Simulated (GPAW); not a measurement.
# NiO in GPAW: convergence with smearing width (eV)

Input of the first run (smearing width (eV) 0.5); the others differ in this setting and in those tied to it:

The input run.py:

```python
from ase.dft.bandgap import bandgap
from ase.io import read, write
from ase.units import GPa
from gpaw import GPAW, PW

atoms = read('NiO.xyz')
atoms.set_initial_magnetic_moments([1.0, 0.0])

calc = GPAW(mode=PW(800),
            xc='MGGA_X_R2SCAN+MGGA_C_R2SCAN',
            kpts={'size': (8, 8, 8), 'gamma': True},
            occupations={'name': 'marzari-vanderbilt', 'width': 0.5},
            nbands=22,
            convergence={'density': 1e-05, 'energy': 1e-05},
            maxiter=100,
            txt='gpaw.txt')
atoms.calc = calc
energy = atoms.get_potential_energy()
forces = atoms.get_forces()
stress = atoms.get_stress()
calc.write('gs.gpw')
write('result.traj', atoms)
print(f'Energy: {energy:.6f} eV')
print('Forces (eV/A):')
print(forces.round(4))
print('Stress (GPa):', (stress / GPa).round(3))
print('Moments:', calc.get_magnetic_moments().round(3))
print('Fermi level:', round(calc.get_fermi_level(), 4), 'eV')
print(f'Gap: {bandgap(calc)[0]:.4f} eV, direct: {bandgap(calc, direct=True)[0]:.4f} eV')
```

NiO.xyz

```xyz
2
Lattice="0.0000000000 2.0913095100 2.0913095100 2.0913095100 0.0000000000 2.0913095100 2.0913095100 2.0913095100 0.0000000000" Properties=species:S:1:pos:R:3 pbc="T T T"
Ni     0.0000000000      0.0000000000      0.0000000000
O      2.0913095100      2.0913095100      2.0913095100
```

Potentials or basis: GPAW PAW data sets (gpaw-data 1.2.1), pw.

The run is started by

```console
$ OMP_NUM_THREADS=1 python run.py
```

Hardware: 1 thread of Arm Neoverse V2 (shared host).

```csv
smearing width (eV),"energy less the tightest run, at zero smearing (meV/atom)",pressure (GPa),largest site moment (μB),gap on the mesh (eV),SCF cycles,CPU time (s),peak memory (GiB)
0.5,12.03,5.00,1.61,0.000,16,78,0.26
0.3,1.73,6.43,1.71,0.750,15,70,0.25
0.2,0.68,6.48,1.71,0.750,17,81,0.26
0.15,0.38,6.49,1.71,0.750,15,70,0.26
0.1,0.16,6.49,1.71,0.750,15,70,0.26
0.05,0.03,6.49,1.71,0.751,16,77,0.26
0.025,0.00,6.50,1.71,0.750,18,83,0.25
0.01,0.00,6.50,1.71,0.750,18,83,0.26
```

Against the tightest run, the energy stays within 1 meV/atom from 0.2 on; the pressure stays within 0.1 GPa from 0.3 on; the largest site moment stays within 0.02 μB from 0.3 on; the gap on the mesh stays within 0.01 eV from 0.3 on. The tightest run that finished is the yardstick and may itself not be fully converged.

Caveat, for the tightest run too: the stock nickel data set gives pressures a few GPa off other programs; this smearing can pin the Fermi level at a band edge; the PAW data sets were made with another functional, which shifts forces and pressure a little; a cell with one magnetic atom can't hold antiferromagnetic order, which such compounds often take.
